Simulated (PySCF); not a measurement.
# Functional benchmark on one molecule

Molecule: SMILES CCCS, C₃H₈S.

Molfile (atoms numbered from 1):
```
C3H8S
     RDKit          3D

 12 11  0  0  0  0  0  0  0  0999 V2000
   -1.5788   -0.1441   -0.0315 C   0  0  0  0  0  0  0  0  0  0  0  0
   -0.1134   -0.5404    0.0661 C   0  0  0  0  0  0  0  0  0  0  0  0
    0.8259    0.6067   -0.2690 C   0  0  0  0  0  0  0  0  0  0  0  0
    2.5913    0.1701   -0.2398 S   0  0  0  0  0  0  0  0  0  0  0  0
   -1.8396    0.1796   -1.0519 H   0  0  0  0  0  0  0  0  0  0  0  0
   -1.8182    0.6878    0.6502 H   0  0  0  0  0  0  0  0  0  0  0  0
   -2.2384   -0.9859    0.2278 H   0  0  0  0  0  0  0  0  0  0  0  0
    0.1043   -1.3851   -0.6080 H   0  0  0  0  0  0  0  0  0  0  0  0
    0.1106   -0.9020    1.0849 H   0  0  0  0  0  0  0  0  0  0  0  0
    0.6511    1.4707    0.3923 H   0  0  0  0  0  0  0  0  0  0  0  0
    0.6514    0.9605   -1.2982 H   0  0  0  0  0  0  0  0  0  0  0  0
    2.6561   -0.1202    1.0779 H   0  0  0  0  0  0  0  0  0  0  0  0
  1  2  1  0
  2  3  1  0
  3  4  1  0
  1  5  1  0
  1  6  1  0
  1  7  1  0
  2  8  1  0
  2  9  1  0
  3 10  1  0
  3 11  1  0
  4 12  1  0
M  END
```

Geometry PBE0-D3(BJ)/def2-SVP throughout; GIAO in PySCF 2.14.0 with density-fitted response routines, gas phase, one conformer, non-relativistic; equivalent atoms averaged; basis pcSseg-2.

Reference values (measured; solution, not stated per compound (mostly CDCl3 or CCl4); Pretsch, Buehlmann, Badertscher, Structure Determination of Organic Compounds, 4th ed. (2009)): δ(C3) = 26.4 ppm, δ(C2) = 27.6 ppm, δ(C1) = 12.6 ppm, δ(H10/H11) = 2.50 ppm, δ(H8/H9) = 1.63 ppm, δ(H5/H6/H7) = 0.99 ppm. Computed shifts are taken against TMS, calculated as an isolated molecule at each level.

Q: How do the functionals HF, LDA, PBE, BLYP, BP86, OPBE, KT2, KT3, B97-D, B3LYP, PBE0, mPW1PW91, WP04, B97-2, BHandHLYP, CAM-B3LYP, wB97X-D, LC-wPBE perform against the reference? Times are CPU seconds on shared hosts with different chips, so compare them loosely; the GGAs took longer than the global hybrids here, which isn't the general rule, and the cause wasn't traced.

A: 
| functional | kind | C3 | C2 | C1 | H10/H11 | H8/H9 | H5/H6/H7 | mean abs. error C | mean abs. error H | core-s |
| --- | --- | --- | --- | --- | --- | --- | --- | --- | --- | --- |
| HF | Hartree–Fock | 29.7 | 32.2 | 16.6 | 2.02 | 1.41 | 0.97 | 4.0 | 0.24 | 19 |
| LDA | LDA | 35.8 | 37.8 | 15.0 | 2.38 | 1.62 | 0.93 | 7.3 | 0.06 | 43 |
| PBE | GGA | 36.1 | 38.2 | 16.5 | 2.35 | 1.60 | 0.96 | 8.1 | 0.07 | 56 |
| BLYP | GGA | 37.9 | 40.1 | 17.2 | 2.36 | 1.62 | 1.00 | 9.5 | 0.05 | 56 |
| BP86 | GGA | 35.9 | 38.0 | 16.6 | 2.33 | 1.60 | 0.96 | 8.0 | 0.08 | 55 |
| OPBE | GGA | 34.4 | 35.5 | 16.6 | 2.35 | 1.59 | 0.93 | 6.6 | 0.08 | 56 |
| KT2 | GGA | 35.1 | 38.3 | 16.3 | 2.36 | 1.60 | 0.96 | 7.7 | 0.07 | 55 |
| KT3 | GGA | 35.6 | 38.0 | 17.0 | 2.36 | 1.60 | 0.98 | 8.0 | 0.06 | 54 |
| B97-D | GGA | 36.7 | 38.2 | 17.2 | 2.36 | 1.62 | 0.99 | 8.5 | 0.05 | 58 |
| B3LYP | global hybrid | 35.8 | 37.9 | 16.9 | 2.27 | 1.57 | 0.98 | 8.0 | 0.10 | 38 |
| PBE0 | global hybrid | 33.8 | 35.8 | 16.3 | 2.24 | 1.54 | 0.94 | 6.4 | 0.13 | 42 |
| mPW1PW91 | global hybrid | 33.9 | 35.7 | 16.4 | 2.23 | 1.54 | 0.93 | 6.5 | 0.14 | 39 |
| WP04 | global hybrid | 37.0 | 36.8 | 17.8 | 2.18 | 1.51 | 0.93 | 8.3 | 0.17 | 26 |
| B97-2 | global hybrid | 34.3 | 36.0 | 16.7 | 2.25 | 1.55 | 0.95 | 6.8 | 0.12 | 24 |
| BHandHLYP | global hybrid | 33.4 | 35.5 | 16.6 | 2.16 | 1.50 | 0.97 | 6.3 | 0.16 | 24 |
| CAM-B3LYP | range-separated hybrid | 33.8 | 36.2 | 16.2 | 2.19 | 1.54 | 0.97 | 6.5 | 0.14 | 33 |
| wB97X-D | range-separated hybrid | 32.9 | 35.3 | 16.4 | 2.16 | 1.51 | 0.94 | 6.0 | 0.17 | 31 |
| LC-wPBE | range-separated hybrid | 30.1 | 32.5 | 15.6 | 2.07 | 1.47 | 0.91 | 3.9 | 0.22 | 39 |

For $^{13}$C the closest is LC-wPBE (3.9 ppm, with HF practically level) and the furthest BLYP (9.5 ppm).

For $^{1}$H the closest is B97-D (0.05 ppm, with BLYP, KT3, LDA, KT2, PBE, BP86 practically level) and the furthest HF (0.24 ppm). One molecule is a small sample, and vibrational and solvent effects are absent from the calculation.
